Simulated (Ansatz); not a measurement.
Input and command of a calculation in Ansatz (plane waves; scalar-relativistic PAW potentials unless the input names others):

```yaml
crystal:
  lattice:
    - [0.0, 1.7857375322, 1.7857375322]
    - [1.7857375322, 0.0, 1.7857375322]
    - [1.7857375322, 1.7857375322, 0.0]
  atoms:
    - { symbol: C, position: [0.5419994532, 0.4580005468, 0.3740016403], spin: 3.0 }
    - { symbol: C, position: [0.75, 0.75, 0.75], spin: 2.0 }
basis:
  ecutwfc: 420
kpoints:
  mp_grid: { grid: [12, 12, 12] }
hamiltonian:
  xc: pbe
scf:
  occupations: { method: gaussian, width: 0.05 }
output:
  forces: true
  eigenvalues: true
  stress: true
magnetization:
  spin_polarized: true
```

```bash
ansatz run input.yaml --threads 2 --pin off --max-ram 5120MiB --backend cpu --events-out ev --progress --plain --runs-dir out
```

Abridged log:
```
Pseudopotentials: kind: paw
Pseudopotential: C, paw, valence charge 4, recommended cutoff 420 eV (normal)
Functional definition: PBE
Crystal: 2 atoms, lattice volume = 11.389 Å³
Basis set: ecut = 420 eV, 229 PW (Γ), exchange–correlation on 36×36×36 points (8 copies of the dense FFT grid, shifted against one another)
Bands: 11, of which v1, the nominal top of the filled ones, is band 4 counted from 1 (3 counted from 0)
Symmetry: 1 space group operations
Space group: P1 (ITA 1), of the structure as read, at distance tolerance 2.2e-5 Å
Magnetic group: BNS 1.1 (UNI 1), of the structure as read, at distance tolerance 2.2e-5 Å
k-points: 868 of 1728 (time reversal used)
Initial density: superposition of atomic densities (chi_scale 0.1, normalization cell)
Starting moments: Σ|m| = 5 μB on 2 of 2 sites
Initial wavefunctions: pseudopotential atomic-orbital guess
Functional: x = pbe(κ = 0.804, μ = 0.21951497), c = pbe(β = 0.06672455)
SCF iter   1: F=—  HF=-495.060585 eV  |F-HF|=—  |Δ(HF+E_count)|=         —  Δρ=2.76e-1 (↑2.18e-1 ↓2.76e-1) dr2=1.92e0  dr2_m=5.82e0  M=0.381 μB ∫|m|=0.395 μB  β_m=0.30  ethr=3.10e-3  ⟨swp⟩=5.2  Hψ=109005  notcnv=0
SCF iter   2: F=—  HF=-497.155105 eV  |F-HF|=—  |Δ(HF+E_count)|=    2.09e0  Δρ=1.98e-1 (↑1.63e-1 ↓1.98e-1) dr2=7.03e-1  dr2_m=3.19e0  M=0.216 μB ∫|m|=0.253 μB  β_m=0.30  ethr=3.10e-3  ⟨swp⟩=2.7  Hψ=46186  notcnv=0  defer=3672
SCF iter   3: F=—  HF=-498.318422 eV  |F-HF|=—  |Δ(HF+E_count)|=    1.16e0  Δρ=1.27e-1 (↑1.27e-1 ↓1.27e-1) dr2=1.14e-2  dr2_m=1.67e0  M=0.127 μB ∫|m|=0.183 μB  β_m=0.30  ethr=3.10e-3  ⟨swp⟩=2.4  Hψ=31399  notcnv=0  defer=3672
SCF iter   4: F=—  HF=-499.013741 eV  |F-HF|=—  |Δ(HF+E_count)|=   6.95e-1  Δρ=9.16e-2 (↑9.16e-2 ↓9.07e-2) dr2=4.25e-3  dr2_m=8.65e-1  M=0.080 μB ∫|m|=0.147 μB  β_m=0.30  ethr=1.42e-4  ⟨swp⟩=2.6  Hψ=38861  notcnv=0  defer=3762
SCF iter   5: F=—  HF=-499.368635 eV  |F-HF|=—  |Δ(HF+E_count)|=   3.55e-1  Δρ=6.54e-2 (↑6.54e-2 ↓6.54e-2) dr2=1.68e-4  dr2_m=4.46e-1  M=0.049 μB ∫|m|=0.123 μB  β_m=0.30  ethr=5.31e-5  ⟨swp⟩=2.6  Hψ=29941  notcnv=0  defer=3762
SCF iter   6: F=—  HF=-499.548392 eV  |F-HF|=—  |Δ(HF+E_count)|=   1.80e-1  Δρ=4.67e-2 (↑4.66e-2 ↓4.67e-2) dr2=6.50e-5  dr2_m=2.27e-1  M=0.035 μB ∫|m|=0.104 μB  β_m=0.30  ethr=2.10e-6  ⟨swp⟩=2.0  Hψ=26540  notcnv=0  defer=3762
SCF iter   7: F=—  HF=-499.639545 eV  |F-HF|=—  |Δ(HF+E_count)|=   9.12e-2  Δρ=3.34e-2 (↑3.33e-2 ↓3.34e-2) dr2=5.80e-5  dr2_m=1.16e-1  M=0.026 μB ∫|m|=0.088 μB  β_m=0.30  ethr=8.13e-7  ⟨swp⟩=2.0  Hψ=24961  notcnv=0  defer=3762
Mixer restart at iter 7: flushing history
spin-set hold released at iteration 7 (site moments contracting): the magnetisation degrees of freedom join the quasi-Newton model from the next iteration; the mixer history was flushed
SCF iter   8: F=—  HF=-499.686015 eV  |F-HF|=—  |Δ(HF+E_count)|=   4.65e-2  Δρ=2.39e-2 (↑2.39e-2 ↓2.39e-2) dr2=1.90e-5  dr2_m=5.97e-2  M=0.019 μB ∫|m|=0.074 μB  β_m=0.65  ethr=7.25e-7  ⟨swp⟩=2.0  Hψ=22333  notcnv=0  defer=3761
SCF iter   9: F=—  HF=-499.735661 eV  |F-HF|=—  |Δ(HF+E_count)|=   4.96e-2  Δρ=2.10e-3 (↑1.82e-3 ↓2.10e-3) dr2=9.42e-6  dr2_m=4.01e-4  M=0.001 μB ∫|m|=0.028 μB  β_m=0.82  ethr=2.38e-7  ⟨swp⟩=3.1  Hψ=37369  notcnv=0  defer=3761
SCF iter  10: F=—  HF=-499.736132 eV  |F-HF|=—  |Δ(HF+E_count)|=   4.71e-4  Δρ=1.30e-3 (↑1.30e-3 ↓6.91e-4) dr2=3.79e-5  dr2_m=1.03e-4  M=0.000 μB ∫|m|=0.015 μB  β_m=0.91  ethr=1.18e-7  ⟨swp⟩=2.4  Hψ=24068  notcnv=0  defer=3761
SCF iter  11: F=—  HF=-499.736351 eV  |F-HF|=—  |Δ(HF+E_count)|=   2.18e-4  Δρ=1.11e-3 (↑6.07e-4 ↓1.11e-3) dr2=2.82e-4  dr2_m=7.23e-6  M= 0.000 μB ∫|m|=0.004 μB  β_m=0.66  ethr=1.18e-7  ⟨swp⟩=2.2  Hψ=23115  notcnv=0  defer=3761
SCF iter  12: F=—  HF=-499.736286 eV  |F-HF|=—  |Δ(HF+E_count)|=   6.43e-5  Δρ=1.17e-4 (↑1.17e-4 ↓1.13e-4) dr2=9.85e-8  dr2_m=1.34e-6  M= 0.000 μB ∫|m|=0.001 μB  β_m=0.83  ethr=1.18e-7  ⟨swp⟩=2.0  Hψ=22324  notcnv=0  defer=3761
SCF iter  13: F=—  HF=-499.736303 eV  |F-HF|=—  |Δ(HF+E_count)|=   1.64e-5  Δρ=1.19e-5 (↑9.99e-6 ↓1.19e-5) dr2=6.13e-9  dr2_m=1.06e-8  M= 0.000 μB ∫|m|=0.000 μB  β_m=0.82  ethr=1.23e-9  ⟨swp⟩=9.1  Hψ=104134  notcnv=0
SCF iter  14: F=—  HF=-499.736303 eV  |F-HF|=—  |Δ(HF+E_count)|=   1.55e-8  Δρ=2.80e-6 (↑2.80e-6 ↓2.00e-6) dr2=9.35e-11  dr2_m=5.80e-10  M= 0.000 μB ∫|m|=0.000 μB  β_m=0.90  ethr=7.67e-11  ⟨swp⟩=3.2  Hψ=40251  notcnv=0
SCF iter  15: F=—  HF=-499.736303 eV  |F-HF|=—  |Δ(HF+E_count)|=  9.39e-10  Δρ=6.02e-7 (↑5.10e-7 ↓6.02e-7) dr2=8.55e-12  dr2_m=3.00e-11  M= 0.000 μB ∫|m|=0.000 μB  β_m=0.95  ethr=1.17e-12  ⟨swp⟩=2.2  Hψ=33262  notcnv=0
SCF iter  16: F=-499.736303 eV  HF=-499.736303 eV  |F-HF|=5.68e-14  |Δ(HF+E_count)|=  4.69e-11  Δρ=6.70e-8 (↑5.90e-8 ↓6.70e-8) dr2=4.59e-13  dr2_m=2.78e-13  M=0.000 μB ∫|m|=0.000 μB  ethr=1.00e-12  ⟨swp⟩=2.0  Hψ=32987  notcnv=0
SCF 1 converged in 16 iterations: F = -499.736303 eV  dr2 = 4.59e-13
WARN: the starting moments were not kept: the SCF closed with an absolute magnetisation of 2.8e-7 μB, where they sum to 5 μB in size (2 sites). That is at most 0.1 of that sum. Measured as dr2_m measures the in/out step, that magnetisation stands 4.6e-14 eV from none, at or under the dr2_threshold of 1.0e-7 eV: it is no larger than a step whose dr2_m would equal this threshold. The system may hold no moment; this SCF shows only that its start led to no more than that. To try another start: raise the starting moments (crystal.atoms[].spin, magnetization.per_species, magnetization.initial_magnet ...
SCF converged after 16 iterations
Magnetization: 0.0000 μB (4.0000 up, 4.0000 down)
Absolute magnetization: 0.0000 μB (∫|ρ↑−ρ↓|, with the PAW one-centre terms)
Spin contamination: 0.0000 ħ² per cell (⟨S²⟩ above its minimum at these occupations)
Per-site moments (μB) at R_I (Å): [(2.49222609e-8, 0.53792309), (6.09254526e-9, 0.53792309)]
Free energy (F): -499.736303 eV
Harris-Foulkes:  -499.736303 eV  (|F-HF|=5.68e-14)
Internal energy: -499.736129 eV  (E = F + TS)
E sigma→0 (E₀):  -499.736216 eV
Entropy (-TS):   -0.000174 eV (-0.087 meV/atom)
Fermi energy:    15.316396 eV
--- Forces (eV/Å), atoms counted from 1 ---
  atom   1  C      8.57817981     5.08909744    -5.40264458
  atom   2  C     -8.57817992    -5.08909763     5.40264437
--- Stress (GPa, compression-positive) ---
       32.327059      34.277922      -4.289734
       34.277885      40.470236     -10.096897
       -4.289698     -10.096915      43.175281
  P = ⅓ Tr σ = 38.6575 GPa (386.575 kbar)
```

Apart from outputs and empty bands, the input differs from a reference run on usual settings in magnetization: not typed → {"spin_polarized": true} (ferro starting moments). The reference, at the same geometry (not necessarily relaxed), gave pressure 38.66 GPa, largest force 11.343 eV/Å, no gap on the mesh. This run converged in 16 SCF iterations (reference: 6) with an energy at zero smearing within 0.01 meV/atom of the reference's, pressure 38.66 GPa, largest force 11.343 eV/Å, no gap on the mesh.

The run took 38 s on 2 threads of Intel(R) Xeon(R) Processor @ 2.50GHz (Skylake/Cascade Lake), with other jobs on the host, peak memory 0.55 GiB.